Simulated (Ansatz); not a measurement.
**Levels of theory for La2O3 (P6/mmm)**

All numbers come from the plane-wave code Ansatz. No magnetic order and no zero-point or thermal motion.

Structure: La2O3 (started from an entry of an open crystallographic database), at its r2SCAN minimum. Space group P6/mmm (No. 191), hexagonal; a = 6.355 Å, c = 3.279 Å in the conventional setting, 22.93 Å³ an atom. La has 6 O at 2.46 Å; O has 4 La at 2.46 Å.

```cif
data_structure
_symmetry_space_group_name_H-M 'P 1'
_symmetry_Int_Tables_number 1
_cell_length_a 6.3546
_cell_length_b 6.3546
_cell_length_c 3.2787
_cell_angle_alpha 90.000
_cell_angle_beta 90.000
_cell_angle_gamma 120.000
_cell_volume 114.66
loop_
_atom_site_label
_atom_site_type_symbol
_atom_site_fract_x
_atom_site_fract_y
_atom_site_fract_z
_atom_site_occupancy
La1 La 0.33333 0.66667 0.50007 1
La2 La 0.66667 0.33333 0.49993 1
O1 O 0.50000 0.50000 0.00000 1
O2 O 0.50000 0.00000 0.00000 1
O3 O 0.00000 0.50000 0.00000 1
```

Band edges at fixed r2SCAN geometry:
```tsv
level	k mesh	gap (eV)	kind	edges	least direct gap (eV)
LDA	6×6×8	1.45	indirect	A → Γ	1.93
PBE	6×6×8	1.59	indirect	A → Γ	2.06
PBE+SOC	6×6×8	1.56	indirect	A → Γ	2.03
r2SCAN	6×6×8	1.92	indirect	A → Γ	2.42
HSE06	6×6×4	2.81	indirect	A → Γ	3.28
PBE0	6×6×4	3.56	indirect	A → Γ	4.02
```
PBE: smearing of 0.02 eV; the others have fixed occupations.
Wave cutoffs: 420 eV, 500 eV (r2SCAN).

HSE06 gives an indirect gap of 2.81 eV, from A to Γ; the least direct gap is 3.28 eV at Γ. Spin-orbit coupling changes the PBE gap by -0.02 eV, to 1.56 eV.

r2SCAN covers 27 % of the step from PBE to HSE06. Spin-orbit coupling moves the least or the direct gap by up to 0.02 eV, so it can be left out where a tenth of an eV counts. All these functionals give a gap of the same kind, indirect.

Only the levels marked +SOC include spin-orbit coupling.

The meshes of the hybrids are coarse, so their gaps aren't converged to the digits shown.
